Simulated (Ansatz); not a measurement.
# ZrS under changes of volume

One of the cells (18.088 Å³/atom); the others are scaled copies at fixed shape and fractional positions:

```
Zr S
1.0
     0.00000    2.62500    2.62500
     2.62500    0.00000    2.62500
     2.62500    2.62500    0.00000
Zr S
1 1
Direct
  0.00000 0.00000 0.00000
  0.50000 0.50000 0.50000
```

```yaml
Program: Ansatz 0.2.0
Functional: LDA
Potentials_or_basis: Ansatz PAW
Cutoff: "420 eV (not typed: the program's choice for these potentials)"
k_mesh: 9 × 9 × 9
Occupations: fermi-dirac, width 0.05 eV
Spin: no spin polarisation
```

| volume (Å³/atom) | energy over the lowest point (meV/atom) | pressure (GPa) |
| --- | --- | --- |
| 17.003 | 0.00 | -0.9 |
| 17.364 | 5.65 | -4.0 |
| 17.726 | 17.82 | -6.7 |
| 18.088 | 35.81 | -9.1 |
| 18.450 | 58.96 | -11.3 |
| 18.811 | 86.70 | -13.2 |
| 19.173 | ? | ? |

Problem. What does the run at 19.173 Å³/atom give?

Solution. Energy over the lowest point 118.50 meV/atom; pressure -14.9 GPa.

Worked out: A Birch-Murnaghan fit of order 3 (a polynomial in V^(-2/3)) to the other rows has its minimum at 16.90 Å³/atom, just outside them, with B0 = V·E''(V) = 155 GPa and B' = 4.3. It gives 118.64 meV/atom at 19.173 Å³/atom, against the run's 118.50, and -dE/dV = -15.0 GPa, against -14.9.

Energies are extrapolated to zero smearing.

Caveats: the PAW data sets come from PBE, with cores solved anew for the run's functional, which leaves a small shift of forces and pressure.
